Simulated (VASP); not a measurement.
# TaS2 (P-3m1) in VASP: a series of runs, part 3 of 3

VASP 6.6.1.

## (5) Single point, PBEsol+U, collinear spin, random start

The input, INCAR:

```
PREC     = Accurate       # precision mode
ENCUT    = 520            # plane-wave cutoff, eV
EDIFF    = 1E-7           # SCF threshold, eV
ISMEAR   = 0              # smearing method
SIGMA    = 0.05           # smearing width, eV
LREAL    = False          # projectors in reciprocal space
LASPH    = True           # aspherical terms in the spheres
NELM     = 100            # most SCF steps
ALGO     = Normal         # electronic algorithm
ISIF     = 2              # what is computed and relaxed
LWAVE    = False          # write WAVECAR
LCHARG   = False          # write CHGCAR
ISPIN    = 2              # spin polarisation
MAGMOM   = -0.28 0 0      # initial moments
LORBIT   = 11             # projections on sites
LMAXMIX  = 4              # l up to which the mixer works
LDAU     = True           # DFT+U
LDAUTYPE = 2            
LDAUL    = 2 -1           # shell
LDAUU    = 5 0            # U, eV
LDAUJ    = 0 0          
LDAUPRINT= 1            
GGA      = PS             # functional
NBANDS   = 22             # bands
```

The input, KPOINTS:

```
Automatic mesh
0
Gamma
  7 7 3
```

The input, POSCAR:

```
TaS2
1.0
    3.3500014000      0.0000000000      0.0000000000
   -1.6750007000      2.9011863100      0.0000000000
    0.0000000000      0.0000000000      5.8599987400
Ta S
1 2
Direct
    0.0000000000      0.0000000000      0.0000000000
    0.3333333333      0.6666666667      0.2500000000
    0.6666666667      0.3333333333      0.7500000000
```

Potentials or basis: VASP PAW PBE potentials, release 64 (Ta_pv, S).

Run with:

```sh
cat potpaw_PBE.64/Ta_pv/POTCAR potpaw_PBE.64/S/POTCAR > POTCAR
mpirun -np 1 vasp_std > vasp.out
```

OUTCAR:

```text
PREC = Accurate
   ENCUT = 520
   EDIFF = 1E-7
   ISMEAR = 0
   LREAL = False
   LASPH = True
   NELM = 100
   ISIF = 2
   ISPIN = 2
   LORBIT = 11
   GGA = PS

 ion  position               nearest neighbor table
   1  0.000  0.000  0.000-   2 2.43   3 2.43   3 2.43   2 2.43   3 2.43   2 2.43
   2  0.333  0.667  0.250-   1 2.43   1 2.43   1 2.43
   3  0.667  0.333  0.750-   1 2.43   1 2.43   1 2.43

  LATTYP: Found a hexagonal cell.
 ALAT       =     3.3500014000
 C/A-ratio  =     1.7492526242

  Lattice vectors:

 A1 = (   3.3500014000,   0.0000000000,   0.0000000000)
 A2 = (  -1.6750007000,   2.9011863100,   0.0000000000)
 A3 = (   0.0000000000,   0.0000000000,   5.8599987400)

Analysis of symmetry for initial positions (statically):
=====================================================================
 Subroutine PRICEL returns:
 Original cell was already a primitive cell.

 Routine SETGRP: Setting up the symmetry group for a
 hexagonal supercell.

 Subroutine GETGRP returns: Found 12 space group operations
 (whereof 12 operations were pure point group operations)
 out of a pool of 24 trial point group operations.

The static configuration has the point symmetry D_3d.

Analysis of symmetry for dynamics (positions and initial velocities):
=====================================================================
 Subroutine PRICEL returns:
 Original cell was already a primitive cell.

 Routine SETGRP: Setting up the symmetry group for a
 hexagonal supercell.

 Subroutine GETGRP returns: Found 12 space group operations
 (whereof 12 operations were pure point group operations)
 out of a pool of 24 trial point group operations.

The dynamic configuration has the point symmetry D_3d.

Analysis of structural, dynamic, and magnetic symmetry:
=====================================================================
 Subroutine PRICEL returns:
 Original cell was already a primitive cell.

 Routine SETGRP: Setting up the symmetry group for a
[... 197 lines left out ...]
  free energy    TOTEN  =       -20.13858433 eV

  energy without entropy =      -20.13739486  energy(sigma->0) =      -20.13798959

 E-fermi :   6.1008     XC(G=0): -10.7044

 val. band max:        5.9853431353   @ k =   0.0000   0.0000   0.0000
 cond. band min:       6.1244923005   @ k =   0.1429   0.0000   0.0000
 fundamental gap:      0.1391491652
 Fermi energy:         6.1008109555

 spin component 1

 k-point     1 :       0.0000    0.0000    0.0000
  band No.  band energies     occupation
      1     -30.3724      1.00000
      2     -30.3644      1.00000
      3     -30.3644      1.00000
      4      -9.5110      1.00000
      5      -7.3503      1.00000
      6      -1.2885      1.00000
[... 489 lines left out ...]
     21      16.2230      0.00000
     22      17.0439      0.00000
 Fermi energy:         6.1008109555

 spin component 2

 k-point     1 :       0.0000    0.0000    0.0000
  band No.  band energies     occupation
      1     -30.4618      1.00000
      2     -30.4421      1.00000
      3     -30.4421      1.00000
      4      -9.5252      1.00000
      5      -7.3505      1.00000
      6      -1.3220      1.00000
[... 489 lines left out ...]
     21      16.1604      0.00000
     22      17.0135      0.00000

------------------------ aborting loop because EDIFF is reached ----------------------------------------

  FORCE on cell =-STRESS in cart. coord.  units (eV):
  Direction    XX          YY          ZZ          XY          YZ          ZX
  --------------------------------------------------------------------------------------
  -------------------------------------------------------------------------------------
  Total        3.3775356      3.3775356      4.2993569      0.0000000     -0.0000000      0.0000000
  in kB       95.0150470     95.0150466    120.9472374      0.0000000     -0.0000000      0.0000000
  external PRESSURE =     103.6591104 kB  Pullay stress =       0.0000000 kB

 VOLUME and BASIS-vectors are now :
 -----------------------------------------------------------------------------
  energy-cutoff  :      520.00
  volume of cell :       56.95
      direct lattice vectors                 reciprocal lattice vectors
     3.350001400  0.000000000  0.000000000     0.298507338  0.172343292  0.000000000
    -1.675000700  2.901186310  0.000000000     0.000000000  0.344686584  0.000000000
     0.000000000  0.000000000  5.859998740     0.000000000  0.000000000  0.170648501

 POSITION                                       TOTAL-FORCE (eV/Angst)
 -----------------------------------------------------------------------------------
      0.00000      0.00000      0.00000         0.000000      0.000000     -0.000000
     -0.00000      1.93412      1.46500         0.000000     -0.000000      1.491410
      1.67500      0.96706      4.39500        -0.000000      0.000000     -1.491410
 -----------------------------------------------------------------------------------
    total drift:                               -0.000000     -0.000000     -0.000000

  FREE ENERGIE OF THE ION-ELECTRON SYSTEM (eV)
  ---------------------------------------------------
  free  energy   TOTEN  =       -20.1385843315 eV

  energy  without entropy=      -20.1373948562  energy(sigma->0) =      -20.13798959

 total charge

# of ion       s       p       d       tot
------------------------------------------
    1        0.338   6.259   2.138   8.735
    2        1.346   2.413   0.000   3.758
    3        1.346   2.413   0.000   3.758
--------------------------------------------------
tot          3.029  11.085   2.138  16.251

 magnetization (x)

# of ion       s       p       d       tot
------------------------------------------
    1       -0.003  -0.001  -0.126  -0.131
    2       -0.000   0.008   0.000   0.008
    3       -0.000   0.008   0.000   0.008
--------------------------------------------------
tot         -0.004   0.015  -0.126  -0.115
```

stdout:

```text
POSCAR found type information on POSCAR TaS
 POSCAR found :  2 types and       3 ions
 scaLAPACK will be used
 -----------------------------------------------------------------------------
|                                                                             |
|                                                                             |
|     You enforced a specific xc type in the INCAR file but a different       |
|     I HOPE YOU KNOW WHAT YOU ARE DOING!                                     |
|                                                                             |
 -----------------------------------------------------------------------------

 LDA part: xc-table for (Slater+PW92), standard interpolation
 POSCAR, INCAR and KPOINTS ok, starting setup
 FFT: planning ... GRIDC
 FFT: planning ... GRID_SOFT
 FFT: planning ... GRID
 WAVECAR not read
 entering main loop
```

It took 42 s on 1 thread of AMD EPYC 9R45 (Zen 5), shared host; peak memory 0.2 GiB.

What came out:

| Item | Value |
| --- | --- |
| Free energy | -20.1386 eV |
| Pressure | 10.4 GPa |
| Largest force | 1.491 eV/Å |
| Band gap on the k mesh | none (metal or under the smearing width) |
| Net moment | -0.16 μB per cell |
| Site moments | Ta -0.13; S +0.01 μB |
| Valence electrons inside the program's atomic spheres | Ta 8.73; S 3.76 |

Forces on the atoms (eV/Å):
```
Ta   0.000  0.000  0.000
S    0.000  0.000  1.491
S    0.000  0.000 -1.491
```

Stress tensor (GPa, compression positive):
```
 9.50  0.00  0.00
 0.00  9.50  0.00
 0.00  0.00 12.09
```

Levels at points of the mesh, in eV from the Fermi level:
Spin up:
```tsv
k point	band 7	band 8	band 9	band 10	band 11	band 12	band 13	band 14	band 15	band 16
(0.00, 0.00, 0.00)	-4.45	-4.45	-1.73	-1.17	-1.17	0.21	0.21	0.36	3.91	3.91
```
Spin down:
| k point | band 8 | band 9 | band 10 | band 11 | band 12 | band 13 | band 14 | band 15 | band 16 | band 17 |
| --- | --- | --- | --- | --- | --- | --- | --- | --- | --- | --- |
| (0.00, 0.00, 0.00) | -4.49 | -1.73 | -1.17 | -1.17 | -0.12 | -0.12 | 0.24 | 3.88 | 3.88 | 4.58 |

Eigenvalues of the final occupation matrices:
```tsv
site	spin	trace	eigenvalues
site 1 d	1	1.03	0.16 0.16 0.16 0.27 0.27
site 1 d	2	1.16	0.18 0.20 0.20 0.29 0.29
```

Caveat: the PAW data sets were made with another functional, which shifts forces and pressure a little; this functional lacks dispersion, which binds the layers, so the pressure and a relaxed spacing across them are unreliable.

## (6) The runs side by side

| spin | gap on the mesh (eV) | pressure (GPa) | moment (μB) | largest force (eV/Å) |
| --- | --- | --- | --- | --- |
| collinear, ferromagnetic start | none | 10.4 | 0.16 | 1.49 |
| collinear, zero start | none | 10.3 | 0.00 | 1.52 |
| collinear, random start | none | 10.4 | 0.16 | 1.49 |

Alike in all rows: task single point; level PBEsol+U; potentials or basis VASP PAW PBE potentials, release 64 (Ta_pv, S); Ta d U = 5 eV; cell as given; k mesh 7 × 7 × 3; cutoff (eV) 520; smearing gaussian 0.05 eV.

Every run on the cell as given and a fine mesh finds a metal.

Caveats: the PAW data sets were made with another functional, which shifts forces and pressure a little; this functional lacks dispersion, which binds the layers, so the pressure and a relaxed spacing across them are unreliable.

Total energies depend on the potentials used, so only differences within one code and one set of settings carry meaning.
